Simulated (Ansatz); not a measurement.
# Stress against strain in TiO$_{2}$

```xyz
6
Lattice="-1.8925 1.8925 4.7570 1.8925 -1.8925 4.7570 1.8925 1.8925 -4.7570" Properties=species:S:1:pos:R:3 pbc="T T T"
Ti    0.0000    0.0000    0.0000
Ti    0.0000    1.8925    2.3785
O     0.0000    0.0000    1.9656
O     0.0000    1.8925    4.3441
O     0.0000    1.8925    0.4129
O     0.0000    0.0000    7.5484
```

Atom numbers follow the list: Ti1, Ti2, O3, O4, O5, O6.

The conventional cell has a = 3.785 Å, b = 3.785 Å, c = 9.514 Å, α = 90.00°, β = 90.00°, γ = 90.00°. Ti (atom 1) has 6 O at 1.94 to 1.97 Å as nearest neighbours. Around O (atom 3) lie 3 Ti at 1.94 to 1.97 Å.

The geometry is COD entry 9009086, unchecked; take it as a test cell.

Method: DFT, LDA, all-electron LAPW, scalar-relativistic in Ansatz 0.2.0.

Settings: a Γ-centred 13×13×13 k mesh, Fermi–Dirac smearing of 0.08 eV, basis error target 1 meV/atom, no spin polarisation.

The strain is applied along the Cartesian axes of the cell as listed (γ is the engineering shear, twice εxy = εyz = εzx). Fractional coordinates are held (clamped ions).

σ is the change of stress from the unstrained cell, which is at -5.75 GPa; tension is positive, so slopes are stress–strain coefficients at that pressure.

Only quantities that a quadratic follows smoothly over the whole series are listed; rougher ones are left out.

```
      γ  σxy (GPa)  σyz (GPa)
-0.0300      -1.81      -3.02
-0.0200      -1.21      -2.02
-0.0100      -0.61      -1.01
 0.0000       0.00       0.00
 0.0100       0.62       1.02
 0.0300       1.88       3.07
```

Q: Fit the series and read off the stiffness at zero strain.

A: Least-squares fits y = p0 + p1 x + p2 x² to the rows give σxy (GPa): p1 = 61.5, p2 = 38; σyz (GPa): p1 = 102, p2 = 26.

Q: One run, at γ = 0.0200, is withheld. Predict its row.

A: The fits give 1.25, 2.04; the run gave 1.24, 2.04.
